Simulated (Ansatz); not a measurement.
# Compressing Sc: a fit and a missing row

Sc, P6_3/mmc, a = 3.319 Å, c = 5.163 Å. Ansatz: PBE, PAW, 420 eV, Γ-centred 15×15×8 mesh on 2 atoms, Gaussian smearing 0.10 eV; no spin polarisation. Shape and atoms are relaxed at each volume; pressure is positive in compression.

```tsv
V (Å³/atom)	P (GPa)
21.677	?
22.416	5.98
23.155	3.71
23.894	1.74
24.633	0.00
25.372	-1.52
26.111	-2.86
27.096	-4.39
```

Problem. Take V0 = 24.633 Å³/atom, fit the third-order Birch–Murnaghan form to the other rows, and predict the missing pressure.

Solution. With the Eulerian strain f = ½[(V0/V)^(2/3) − 1] and y = P/[3f(1 + 2f)^(5/2)], the form is the line y = B0 + 1.5 B0 (B0′ − 4) f. Rows (f, y): 0.03245, 52.5; 0.02106, 53.0; 0.01026, 53.7; -0.00976, 54.5; -0.01905, 55.1; -0.03078, 55.7. Means f = 0.0006967, y = 54.083; Σ(Δf)² = 0.003004, ΣΔfΔy = -0.1513; the slope is their ratio. y = 54.12 − 50.37 f GPa, so B0 = 54.1 GPa and B0′ = 4 + 2 × (-50.37)/(3 × 54.12) = 3.38. At V = 21.677, f = 0.04448, y = 51.88 and P = 8.57 GPa. The run gave 8.55 GPa, so the fit is 0.02 GPa too high, a small miss on the scale of the series.